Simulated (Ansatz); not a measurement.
## Mg: equation of state with PBE

The system is Mg.

```
CELL_PARAMETERS angstrom
3.20930 0.00000 0.00000
-1.60465 2.77934 0.00000
0.00000 0.00000 5.21030
ATOMIC_POSITIONS crystal
Mg 0.66667 0.33333 0.75000
Mg 0.33333 0.66667 0.25000
```

```json
{
  "Program": "Ansatz 0.2.0",
  "Task": "equation of state",
  "Functional": "PBE",
  "Potentials or basis": "SPMS NC",
  "Cutoff": "762 eV",
  "Density cutoff": "3048 eV",
  "k mesh": "10 × 10 × 5",
  "Occupations": "fermi-dirac, width 0.05 eV",
  "Spin": "no spin polarisation"
}
```

- Equilibrium volume: 22.98 Å³/atom
- Bulk modulus at fixed shape and positions: 36 GPa
- Pressure derivative of the bulk modulus: 4.2

Energy against volume, from the lowest point:
```
volume (Å³/atom)  energy (meV/atom)
          21.843               6.63
          22.308               2.09
          22.772               0.00
          23.237               0.11
          23.702               2.20
          24.167               6.07
          24.631              11.56
```

All runs of the series together: 13 s on 2 threads of Arm Neoverse V1, on a shared host.

Caveat: the cell was scaled at fixed shape and fractional positions, which overstates the stiffness of a crystal with free parameters, most of all of layers and chains.
